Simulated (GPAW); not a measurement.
# ZnS (Wurtzite-6H) (P6_3mc) in GPAW: settings compared

The runs below take ZnS (Wurtzite-6H) through single point, with LDA, PBE.

Everything below comes from runs of GPAW 26.7.0. Logs are shortened: lines on timing, memory, paths and dates and some standing lists are left out, and cuts for length are marked. The log counts tension as positive stress, the text compression.

**Experimental background.**

From a printed reference work, monograph, for a bulk crystal of ZnS at 4 K: band gap 3.911 eV (direct).

The runs below are set against these values where they give the same quantity.

**1. The structure**

Symmetry: P6_3mc, No. 186, hexagonal system. The conventional cell has a = 3.812 Å, b = 3.812 Å, c = 18.690 Å, α = 90.00°, β = 90.00°, γ = 120.00°. Zn (site symmetry 3m) has 4 S at 2.33 to 2.34 Å as nearest neighbours. Zn (site symmetry 3m) is surrounded by 4 S at 2.33 to 2.34 Å. Around Zn (site symmetry 3m) lie 4 S at 2.33 to 2.34 Å. Around S (site symmetry 3m) lie 4 Zn at 2.33 to 2.34 Å. S (site symmetry 3m) is surrounded by 4 Zn at 2.33 to 2.34 Å. S (site symmetry 3m) is surrounded by 4 Zn at 2.33 to 2.34 Å.

**2. Single point, LDA**

run.py reads:

```python
from ase.dft.bandgap import bandgap
from ase.io import read, write
from ase.units import GPa
from gpaw import GPAW, PW

atoms = read('POSCAR')

calc = GPAW(mode=PW(450),
            xc='LDA',
            kpts={'size': (6, 6, 1), 'gamma': True},
            occupations={'name': 'fermi-dirac', 'width': 0.05},
            nbands=84,
            maxiter=120,
            txt='gpaw.txt')
atoms.calc = calc
energy = atoms.get_potential_energy()
forces = atoms.get_forces()
stress = atoms.get_stress()
calc.write('gs.gpw')
write('result.traj', atoms)
print(f'Energy: {energy:.6f} eV')
print('Forces (eV/A):')
print(forces.round(4))
print('Stress (GPa):', (stress / GPa).round(3))
print('Fermi level:', round(calc.get_fermi_level(), 4), 'eV')
print(f'Gap: {bandgap(calc)[0]:.4f} eV, direct: {bandgap(calc, direct=True)[0]:.4f} eV')
```

POSCAR reads:

```
ZnS
1.0
    3.8120000000      0.0000000000      0.0000000000
   -1.9060000000      3.3012888392      0.0000000000
    0.0000000000      0.0000000000     18.6899900000
Zn S
6 6
Direct
    0.3333333333      0.6666666667      0.8333300000
    0.6666666667      0.3333333333      0.3333300000
    0.6666666667      0.3333333333      0.6666700000
    0.3333333333      0.6666666667      0.1666700000
    0.0000000000      0.0000000000      0.5000000000
    0.0000000000      0.0000000000      0.0000000000
    0.3333333333      0.6666666667      0.9583300000
    0.6666666667      0.3333333333      0.4583300000
    0.6666666667      0.3333333333      0.7916700000
    0.3333333333      0.6666666667      0.2916700000
    0.0000000000      0.0000000000      0.6250000000
    0.0000000000      0.0000000000      0.1250000000
```

Potentials or basis: the program's PAW data sets (release 1.2.1) made for this functional, pw.

Command:

```
> OMP_NUM_THREADS=1 python run.py
```

gpaw.txt:

```text
__  _  _
 | _ |_)|_||  |
 |__||  | ||/\| - 26.7.0

Input parameters:
  mode=PW(ecut=450.00000000000006),
  kpts=MonkhorstPack(size=(6, 6, 1), gamma=True),
  maxiter=120,
  nbands=84,
  occupations=Occupations(name='fermi-dirac', width=0.05),
  xc=XC(name='LDA')

Diagonalizing LCAO Hamiltonian
Converting LCAO to pw mode

         S

         Zn
             S

             Zn

       S

       Zn    S

         S   Zn

         Zn

       S

       Zn

Atoms  # Å, Bohr magnetons
|    | symbol |         x |        y |         z |    initial magnetic moments |
|----|--------|-----------|----------|-----------|-----------------------------|
|  0 |     Zn | -0.000000 | 2.200859 | 15.574929 | ( 0.0000,  0.0000,  0.0000) |
|  1 |     Zn |  1.906000 | 1.100430 |  6.229934 | ( 0.0000,  0.0000,  0.0000) |
|  2 |     Zn |  1.906000 | 1.100430 | 12.460056 | ( 0.0000,  0.0000,  0.0000) |
|  3 |     Zn | -0.000000 | 2.200859 |  3.115061 | ( 0.0000,  0.0000,  0.0000) |
|  4 |     Zn |  0.000000 | 0.000000 |  9.344995 | ( 0.0000,  0.0000,  0.0000) |
|  5 |     Zn |  0.000000 | 0.000000 |  0.000000 | ( 0.0000,  0.0000,  0.0000) |
|  6 |      S | -0.000000 | 2.200859 | 17.911178 | ( 0.0000,  0.0000,  0.0000) |
|  7 |      S |  1.906000 | 1.100430 |  8.566183 | ( 0.0000,  0.0000,  0.0000) |
|  8 |      S |  1.906000 | 1.100430 | 14.796304 | ( 0.0000,  0.0000,  0.0000) |
|  9 |      S | -0.000000 | 2.200859 |  5.451309 | ( 0.0000,  0.0000,  0.0000) |
| 10 |      S |  0.000000 | 0.000000 | 11.681244 | ( 0.0000,  0.0000,  0.0000) |
| 11 |      S |  0.000000 | 0.000000 |  2.336249 | ( 0.0000,  0.0000,  0.0000) |

Unit cell  # Å
| periodic |         x |        y |         z |   lengths |     angles |
|----------|-----------|----------|-----------|-----------|------------|
|      yes |  3.812000 | 0.000000 |  0.000000 |  3.812000 |  90.000000 |
|      yes | -1.906000 | 3.301289 |  0.000000 |  3.812000 |  90.000000 |
|      yes |  0.000000 | 0.000000 | 18.689990 | 18.689990 | 120.000000 |

Number of symmetries: 6
Symmetry operations  # r_c * U_cc + t_c -> r_c
|   | kind |            matrix            |
|---|------|------------------------------|
| 0 |  σ   |  1, 1, 0,  0,-1, 0,  0, 0, 1 |
| 1 |  E   |  1, 0, 0,  0, 1, 0,  0, 0, 1 |
| 2 |  C3  |  0, 1, 0, -1,-1, 0,  0, 0, 1 |
| 3 |  σ   |  0,-1, 0, -1, 0, 0,  0, 0, 1 |
| 4 |  σ   | -1, 0, 0,  1, 1, 0,  0, 0, 1 |
| 5 |  C3  | -1,-1, 0,  1, 0, 0,  0, 0, 1 |

BZ-sampling:
  Number of BZ points: 36
  Number of IBZ points: 7

  Monkhorst-Pack size: [6, 6, 1]
  Monkhorst-Pack shift: [0.08333333333333333, 0.08333333333333333, 0.0]

K-points  # in reciprocal-cell coordinates
|   |                                coordinates |     weight |
|---|--------------------------------------------|------------|
| 0 | (  0.00000000,   0.00000000,   0.00000000) | 0.02777778 |
| 1 | (  0.16666667,   0.00000000,   0.00000000) | 0.16666667 |
| 2 | (  0.33333333,  -0.16666667,   0.00000000) | 0.16666667 |
| 3 | (  0.33333333,   0.00000000,   0.00000000) | 0.16666667 |
| 4 | (  0.33333333,   0.33333333,   0.00000000) | 0.05555556 |
| 5 | (  0.50000000,   0.33333333,   0.00000000) | 0.33333333 |
| 6 | (  0.50000000,   0.50000000,   0.00000000) | 0.08333333 |

Plane wave coefficients: 5177
Cutoff: 450.00000000000006 eV

Spin-components: 1 (collinear spins)
Bands:           84
Projectors:      66
Spin-degeneracy: 2
Datatype:        complex128

Parallelization:
  kpt:    1
  domain: 1
  band:   1

Density:
  Valence electrons: 108.0
  Components: 1
  Grid points: [20 20 96]
  Charge: 0.0  # |e|

Potential:
  Grid points: [20 20 96]

species:
  Zn:
    name:    Zinc
    Z:       30.0
    valence: 12
    core:    18
    charge:  0.0  # [|e|]
    compensation charges:
      type: gauss
      rc: 0.37  # [Å]
      lmax: 2
    cutoffs:
      filter: 2.14  # [Å]
      core: 2.28  # [Å]
    projectors
    | kind |    occ | energy [eV] | rcut [Å] |
    |------|--------|-------------|----------|
    |   4s |  2.000 |      -6.218 |    1.286 |
    |   4p |  0.000 |      -1.230 |    1.270 |
    |   3d | 10.000 |     -10.426 |    1.180 |
    |    s |        |      20.994 |    1.286 |
    |    p |        |      25.981 |    1.270 |
    |    d |        |      16.786 |    1.180 |

    Using partial waves for Zn as LCAO basis

  S:
    name:    Sulfur
    Z:       16.0
    valence: 6
    core:    10
    charge:  0.0  # [|e|]
    compensation charges:
      type: gauss
      rc: 0.24  # [Å]
      lmax: 2
    cutoffs:
      filter: 1.77  # [Å]
      core: 1.66  # [Å]
    projectors
    | kind |    occ | energy [eV] | rcut [Å] |
    |------|--------|-------------|----------|
    |   3s |  2.000 |     -17.278 |    0.974 |
    |   3p |  4.000 |      -7.106 |    0.979 |
    |    s |        |       9.933 |    0.974 |
    |    p |        |      20.105 |    0.979 |
    |    d |        |       0.000 |    0.900 |

    Using partial waves for S as LCAO basis

Reference energy: -357674.913883  # eV

eigensolver:
  PPCG
  Converge bands: occupied
  niter=2

density mixing:
  MSR1-Mixer
  Pratt-step length: 0.05
  Maximum mixing coefficient: 0.75
  Old densities: 10
  SVD Regularization: 0.005
  Good broyden scale: 1.0
  Trust region scale: 1.0
  Backstep threshold: 4.0
  History deletion threshold: 6.0
  Fourier metric: weight=20.0, sigma=0.015

occupation numbers:
  Fermi-Dirac:
    width: 0.0500  # eV

poisson solver:
  ecut: 3600.0000000000005  # eV

xc functional:
  name: None

convergence criteria:
- Maximum [total energy] change in last 3 cyles: 0.0005 eV / valence electron
- Maximum integral of absolute [dens]ity change: 0.0001 electrons / valence electron
- Maximum integral of absolute [eigenst]ate change: 4e-08 eV^2 / valence electron
maximum number of iterations: 120

SCF iterations
|iter     | |      energy | eigst |  dens |
|---------|-|-------------|-------|-------|
|iter:   1| |  -50.998719 | +1.04 |       |
|iter:   2| |  -51.185436 | +0.15 | -1.22 |
|iter:   3| |  -50.097928 | -0.42 | -1.26 |
|iter:   4| |  -49.586378 | -1.22 | -1.59 |
|iter:   5| |  -49.551309 | -2.17 | -1.98 |
|iter:   6| |  -49.553084c| -2.59 | -2.27 |
|iter:   7| |  -49.550266c| -3.02 | -2.70 |
|iter:   8| |  -49.550341c| -3.79 | -3.39 |
|iter:   9| |  -49.550267c| -4.38 | -3.57 |
|iter:  10| |  -49.550272c| -5.16 | -4.05c|
|iter:  11| |  -49.550272c| -5.83 | -4.59c|
|iter:  12| |  -49.550272c| -6.40 | -4.91c|
|iter:  13| |  -49.550272c| -7.06 | -5.42c|
|iter:  14| |  -49.550272c| -7.99c| -5.61c|

Converged in 14 steps
Energy contributions relative to reference atoms: (reference = -357674.913883)

Energy contributions:
  Kinetic:          48.561680
  Coulomb:         -40.678725
  Zero:             -0.023785
  External:          0.000000
  Xc:              -57.409442
  Entropy:          -0.000000
  Spinorbit:         0.000000
  ----------------------------
  Free energy:     -49.550272
  Extrapolated:    -49.550272

dipole moment: (-19.449577, -33.687656, -24.812834)  # |e|*Ang

Fermi level: 4.530
Eigenvalues  # (at kpt = [0.000, 0.000, 0.000])
| band index |      eig [eV] | occ [0-2] |
|------------|---------------|-----------|
|          0 |        -9.628 |     2.000 |
|        ... |               |           |
|         46 |         2.863 |     2.000 |
|         47 |         3.294 |     2.000 |
|         48 |         3.294 |     2.000 |
|         49 |         3.305 |     2.000 |
|         50 |         3.305 |     2.000 |
|         51 |         3.526 |     2.000 |
[... 8 lines left out ...]
|         60 |         9.654 |     0.000 |
|         61 |         9.717 |     0.000 |
|        ... |               |           |
|         83 |        15.483 |     0.000 |

Gap: 1.912 eV
Transition (v -> c):
  (s=0, k=0, n=53, [0.00, 0.00, 0.00]) -> (s=0, k=0, n=54, [0.00, 0.00, 0.00])
No difference between direct/indirect transitions

Forces  # eV/Ang
|        x |        y |        z |
|----------|----------|----------|
| -0.00000 | -0.00000 |  0.00355 |  # Zn   0
|  0.00000 |  0.00000 |  0.00342 |  # Zn   1
| -0.00000 | -0.00000 |  0.01298 |  # Zn   2
|  0.00000 |  0.00000 |  0.01291 |  # Zn   3
|  0.00000 |  0.00000 | -0.00631 |  # Zn   4
| -0.00000 | -0.00000 | -0.00623 |  # Zn   5
|  0.00000 |  0.00000 | -0.02824 |  # S    6
| -0.00000 |  0.00000 | -0.02843 |  # S    7
|  0.00000 |  0.00000 | -0.00819 |  # S    8
| -0.00000 |  0.00000 | -0.00827 |  # S    9
|  0.00000 |  0.00000 |  0.02625 |  # S   10
| -0.00000 |  0.00000 |  0.02624 |  # S   11

Stress tensor  # eV/Ang^3
|        x |         y |         z |
|----------|-----------|-----------|
| 0.030721 |  0.000000 |  0.000000 |
| 0.000000 |  0.030721 | -0.000000 |
| 0.000000 | -0.000000 |  0.030636 |

# Writing to gs.gpw (mode='')
```

Run time: 98 s. Hardware: 1 thread of Arm Neoverse V1, shared host; peak memory 0.29 GiB.

What came out:

* Free energy: -49.5503 eV
* Pressure: -4.9 GPa
* Largest force: 0.028 eV/Å
* Band gap on the k mesh: 1.91 eV, direct

Forces in eV/Å, atoms in the order of the input:
```
Zn   0.000  0.000  0.004
Zn   0.000  0.000  0.003
Zn   0.000  0.000  0.013
Zn   0.000  0.000  0.013
Zn   0.000  0.000 -0.006
Zn   0.000  0.000 -0.006
S    0.000  0.000 -0.028
S    0.000  0.000 -0.028
S    0.000  0.000 -0.008
S    0.000  0.000 -0.008
S    0.000  0.000  0.026
S    0.000  0.000  0.026
```

Caveat: the cutoff is short for stress and forces, so pressures can be off by a GPa or more; the cell's inner coordinates are idealised or old, which leaves forces on the atoms.

**3. Single point, PBE**

run.py: that of step 2 with these lines changed.

```diff
@@ -1,3 +1,4 @@
+from ase import Atoms
 from ase.dft.bandgap import bandgap
-from ase.io import read, write
+from ase.io import write
 from ase.units import GPa
@@ -5,6 +6,22 @@
 
-atoms = read('POSCAR')
+atoms = Atoms(['Zn', 'Zn', 'Zn', 'Zn', 'Zn', 'Zn', 'S', 'S', 'S', 'S', 'S', 'S'],
+              cell=[[3.812, 0.0, 0.0],
+                    [-1.906, 3.3012888392, 0.0],
+                    [0.0, 0.0, 18.68999]],
+              scaled_positions=[[0.3333333333, 0.6666666667, 0.83333],
+                                [0.6666666667, 0.3333333333, 0.33333],
+                                [0.6666666667, 0.3333333333, 0.66667],
+                                [0.3333333333, 0.6666666667, 0.16667],
+                                [0.0, 0.0, 0.5],
+                                [0.0, 0.0, 0.0],
+                                [0.3333333333, 0.6666666667, 0.95833],
+                                [0.6666666667, 0.3333333333, 0.45833],
+                                [0.6666666667, 0.3333333333, 0.79167],
+                                [0.3333333333, 0.6666666667, 0.29167],
+                                [0.0, 0.0, 0.625],
+                                [0.0, 0.0, 0.125]],
+              pbc=True)
 
 calc = GPAW(mode=PW(450),
-            xc='LDA',
+            xc='PBE',
             kpts={'size': (6, 6, 1), 'gamma': True},
```

Potentials or basis: GPAW PAW data sets (gpaw-data 1.2.1), pw.

Command:

```
> OMP_NUM_THREADS=1 python run.py
```

Wall time 78 s (1 thread of Arm Neoverse V2, shared host); peak memory 0.28 GiB.

Results (log left out):

| Item | Value |
| --- | --- |
| Free energy | -41.3782 eV |
| Pressure | 1.7 GPa |
| Largest force | 0.031 eV/Å |
| Band gap on the k mesh | 2.16 eV, direct |

Forces in eV/Å, atoms in the order of the input:
```
Zn   0.000  0.000  0.004
Zn   0.000  0.000  0.004
Zn   0.000  0.000  0.014
Zn   0.000  0.000  0.014
Zn   0.000  0.000 -0.002
Zn   0.000  0.000 -0.002
S    0.000  0.000 -0.031
S    0.000  0.000 -0.031
S    0.000  0.000 -0.008
S    0.000  0.000 -0.008
S    0.000  0.000  0.023
S    0.000  0.000  0.023
```

Levels at points of the mesh, in eV from the valence-band top:
```tsv
k point	band 52	band 53	band 54	band 55	band 56	band 57
(0.00, 0.00, 0.00)	-0.02	0.00	0.00	2.16	3.21	3.26
(0.50, 0.50, 0.00)	-1.26	-1.09	-0.88	3.43	3.56	3.60
```

Caveat: the cutoff is short for stress and forces, so pressures can be off by a GPa or more; the cell's inner coordinates are idealised or old, which leaves forces on the atoms.

**4. Comparison with measurements**

Step 2. Measured gap of ZnS: 3.911 eV (direct; 4 K; a printed reference work, monograph). This calculation gives 1.91 eV (-2.00 eV). So large a miss can be the level of theory's own, or it may mean another phase, state or a wrong row. The value is that of LDA, without temperature or zero-point motion. Semilocal functionals fall short of measured gaps as a rule.

Step 3. A measured gap of ZnS is 3.911 eV (direct; 4 K; a printed reference work, monograph); the calculated 2.16 eV misses it by -1.75 eV. The value is that of PBE, without temperature or zero-point motion. Semilocal functionals fall short of measured gaps as a rule.
